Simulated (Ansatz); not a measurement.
**Response of N to small distortions**

```yaml
crystal:
  lattice:
    - [5.64900, 0.00000, 0.00000]
    - [0.00000, 5.64900, 0.00000]
    - [0.00000, 0.00000, 5.64900]
  atoms:
    - { symbol: N, position: [0.03000, 0.03000, 0.03000] }
    - { symbol: N, position: [0.47000, 0.97000, 0.53000] }
    - { symbol: N, position: [0.53000, 0.47000, 0.97000] }
    - { symbol: N, position: [0.97000, 0.53000, 0.47000] }
```

Atom numbers follow the list: N1, N2, N3, N4.

The geometry is COD entry 9012480, unchecked; take it as a test cell.

Theory: DFT, PBEsol, all-electron LAPW, scalar-relativistic (Ansatz 0.2.0).

Settings: a Γ-centred 4×4×4 k mesh, Fermi–Dirac smearing of 0.02 eV, basis error target 1 meV/atom, no spin polarisation.

The unchanged cell is at -4.10 GPa.

In a metal, stresses and small energies carry noise from the k mesh.

x, y and z are the Cartesian axes of the cell as listed; fractional coordinates follow a strain, and an engineering shear is twice the off-diagonal strain component.

Task: One change gave: energy change -2 meV/atom; stress change (xx, yy, zz, yz, xz, xy) -0.01, -0.01, -0.01, 0.17, 0.17, 0.17 GPa, compression positive; change of the force on N3 (0.022, 0.027, -0.028) eV/Å. Which change was it?
A. equal xy, yz and zx engineering shear strains of -1 %
B. equal xy, yz and zx engineering shear strains of +2 %
C. equal xy, yz and zx engineering shear strains of -2 %
D. equal xy, yz and zx engineering shear strains of +1 %

Result: B. For equal xy, yz and zx engineering shear strains of -2 %: energy change -2 meV/atom; stress change (xx, yy, zz, yz, xz, xy) -0.01, -0.01, -0.01, -0.17, -0.17, -0.17 GPa, compression positive; change of the force on N2 (-0.030, 0.030, -0.022) eV/Å. For equal xy, yz and zx engineering shear strains of -1 %: energy change under 1 meV/atom; stress change (xx, yy, zz, yz, xz, xy) 0.00, 0.00, 0.00, -0.09, -0.09, -0.09 GPa, compression positive; change of the force on N2 (-0.015, 0.015, -0.011) eV/Å. For equal xy, yz and zx engineering shear strains of +1 %: energy change under 1 meV/atom; stress change (xx, yy, zz, yz, xz, xy) 0.00, 0.00, 0.00, 0.08, 0.08, 0.08 GPa, compression positive; change of the force on N4 (-0.014, 0.011, 0.014) eV/Å.
